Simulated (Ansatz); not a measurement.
# SnO2: the cost of one run

Computed with Ansatz 0.2.0 (DFT PBE, scalar-relativistic, plane waves, PAW, unless a step's input says otherwise).

**1. The system as given**

Symmetry: P4_2/mnm, No. 136, tetragonal system. The conventional cell has a = 4.738 Å, b = 4.738 Å, c = 3.186 Å, α = 90.00°, β = 90.00°, γ = 90.00°. Sn (site symmetry mmm) is surrounded by 6 O at 2.05 to 2.06 Å. O (site symmetry m2m) has 3 Sn at 2.05 to 2.06 Å as nearest neighbours.

Structure file:

```cif
data_structure
_symmetry_space_group_name_H-M 'P 1'
_symmetry_Int_Tables_number 1
_cell_length_a 7.4196
_cell_length_b 7.4196
_cell_length_c 11.4197
_cell_angle_alpha 73.129
_cell_angle_beta 73.129
_cell_angle_gamma 79.371
_cell_volume 572.26
loop_
_atom_site_label
_atom_site_type_symbol
_atom_site_fract_x
_atom_site_fract_y
_atom_site_fract_z
_atom_site_occupancy
Sn1 Sn 0.00000 0.00000 0.00000 1
Sn2 Sn 0.25000 0.25000 0.75000 1
Sn3 Sn 0.50000 0.50000 0.00000 1
Sn4 Sn 0.50000 0.50000 0.50000 1
Sn5 Sn 0.75000 0.75000 0.25000 1
Sn6 Sn 0.75000 0.75000 0.75000 1
Sn7 Sn 0.00000 0.00000 0.50000 1
Sn8 Sn 0.25000 0.25000 0.25000 1
Sn9 Sn 0.75000 0.25000 0.75000 1
Sn10 Sn 0.00000 0.50000 0.50000 1
Sn11 Sn 0.25000 0.75000 0.75000 1
Sn12 Sn 0.25000 0.75000 0.25000 1
Sn13 Sn 0.50000 0.00000 0.00000 1
Sn14 Sn 0.50000 0.00000 0.50000 1
Sn15 Sn 0.75000 0.25000 0.25000 1
Sn16 Sn 0.00000 0.50000 0.00000 1
O1 O 0.76967 0.07677 0.92322 1
O2 O 0.01968 0.32677 0.67322 1
O3 O 0.26967 0.57678 0.92322 1
O4 O 0.26967 0.57678 0.42322 1
O5 O 0.51967 0.82678 0.17322 1
O6 O 0.51967 0.82678 0.67322 1
O7 O 0.76967 0.07677 0.42322 1
O8 O 0.01968 0.32678 0.17322 1
O9 O 0.67322 0.48033 0.82678 1
O10 O 0.92322 0.73033 0.57678 1
O11 O 0.17322 0.98033 0.82678 1
O12 O 0.17322 0.98033 0.32678 1
O13 O 0.42323 0.23033 0.07678 1
O14 O 0.42323 0.23033 0.57678 1
O15 O 0.67322 0.48033 0.32678 1
O16 O 0.92322 0.73033 0.07678 1
O17 O 0.48033 0.17322 0.82678 1
O18 O 0.73033 0.42323 0.57678 1
O19 O 0.98033 0.67322 0.82678 1
O20 O 0.98033 0.67322 0.32678 1
O21 O 0.23033 0.92322 0.07678 1
O22 O 0.23033 0.92322 0.57678 1
O23 O 0.48033 0.17322 0.32678 1
O24 O 0.73033 0.42322 0.07678 1
O25 O 0.82678 0.01968 0.67322 1
O26 O 0.07677 0.26967 0.42322 1
O27 O 0.32677 0.51967 0.67322 1
O28 O 0.32677 0.51967 0.17322 1
O29 O 0.57678 0.76967 0.92322 1
O30 O 0.57678 0.76967 0.42322 1
O31 O 0.82678 0.01968 0.17322 1
O32 O 0.07677 0.26967 0.92322 1
```

The runs take a perfect supercell of 48 atoms; the defect goes to fractional position (0.770, 0.077, 0.923).

**2. The perfect supercell**

input.yaml reads:

```yaml
crystal:
  lattice:
    - [-4.738, -4.738, 3.1865]
    - [-4.738, 4.738, 3.1865]
    - [-9.476, 0.0, -6.373]
  atoms:
    - { symbol: Sn, position: [0.0, 0.0, 0.0] }
    - { symbol: Sn, position: [0.25, 0.25, 0.75] }
    - { symbol: Sn, position: [0.5, 0.5, 0.0] }
    - { symbol: Sn, position: [0.5, 0.5, 0.5] }
    - { symbol: Sn, position: [0.75, 0.75, 0.25] }
    - { symbol: Sn, position: [0.75, 0.75, 0.75] }
    - { symbol: Sn, position: [0.0, 0.0, 0.5] }
    - { symbol: Sn, position: [0.25, 0.25, 0.25] }
    - { symbol: Sn, position: [0.75, 0.25, 0.75] }
    - { symbol: Sn, position: [0.0, 0.5, 0.5] }
    - { symbol: Sn, position: [0.25, 0.75, 0.75] }
    - { symbol: Sn, position: [0.25, 0.75, 0.25] }
    - { symbol: Sn, position: [0.5, 0.0, 0.0] }
    - { symbol: Sn, position: [0.5, 0.0, 0.5] }
    - { symbol: Sn, position: [0.75, 0.25, 0.25] }
    - { symbol: Sn, position: [0.0, 0.5, 0.0] }
    - { symbol: O, position: [0.769675, 0.076775, 0.923225] }
    - { symbol: O, position: [0.019675, 0.326775, 0.673225] }
    - { symbol: O, position: [0.269675, 0.576775, 0.923225] }
    - { symbol: O, position: [0.269675, 0.576775, 0.423225] }
    - { symbol: O, position: [0.519675, 0.826775, 0.173225] }
    - { symbol: O, position: [0.519675, 0.826775, 0.673225] }
    - { symbol: O, position: [0.769675, 0.076775, 0.423225] }
    - { symbol: O, position: [0.019675, 0.326775, 0.173225] }
    - { symbol: O, position: [0.673225, 0.480325, 0.826775] }
    - { symbol: O, position: [0.923225, 0.730325, 0.576775] }
    - { symbol: O, position: [0.173225, 0.980325, 0.826775] }
    - { symbol: O, position: [0.173225, 0.980325, 0.326775] }
    - { symbol: O, position: [0.423225, 0.230325, 0.076775] }
    - { symbol: O, position: [0.423225, 0.230325, 0.576775] }
    - { symbol: O, position: [0.673225, 0.480325, 0.326775] }
    - { symbol: O, position: [0.923225, 0.730325, 0.076775] }
    - { symbol: O, position: [0.480325, 0.173225, 0.826775] }
    - { symbol: O, position: [0.730325, 0.423225, 0.576775] }
    - { symbol: O, position: [0.980325, 0.673225, 0.826775] }
    - { symbol: O, position: [0.980325, 0.673225, 0.326775] }
    - { symbol: O, position: [0.230325, 0.923225, 0.076775] }
    - { symbol: O, position: [0.230325, 0.923225, 0.576775] }
    - { symbol: O, position: [0.480325, 0.173225, 0.326775] }
    - { symbol: O, position: [0.730325, 0.423225, 0.076775] }
    - { symbol: O, position: [0.826775, 0.019675, 0.673225] }
    - { symbol: O, position: [0.076775, 0.269675, 0.423225] }
    - { symbol: O, position: [0.326775, 0.519675, 0.673225] }
    - { symbol: O, position: [0.326775, 0.519675, 0.173225] }
    - { symbol: O, position: [0.576775, 0.769675, 0.923225] }
    - { symbol: O, position: [0.576775, 0.769675, 0.423225] }
    - { symbol: O, position: [0.826775, 0.019675, 0.173225] }
    - { symbol: O, position: [0.076775, 0.269675, 0.923225] }
basis:
  ecutwfc: 420
  fft_grid_basis: typed
kpoints:
  mp_grid: { grid: [2, 2, 1] }
hamiltonian:
  xc: pbe
  pseudopotentials: { kind: paw }
scf:
  occupations: { method: gaussian, width: 0.05 }
output:
  forces: true
  stress: false
  eigenvalues: true
  bader: false
  write_density: true
  volumetric_format: npy
```

On the command line:

```
ansatz run input.yaml --threads 4 --pin off --max-ram 10240MiB --backend cpu --events-out ev --progress --plain --runs-dir out
```

**Question.** How long does this run take on 4 threads of Intel Xeon Platinum 8488C (Sapphire Rapids), shared host, and how much memory does it need?

About 6.2 s, with a peak of 2.2 GiB.
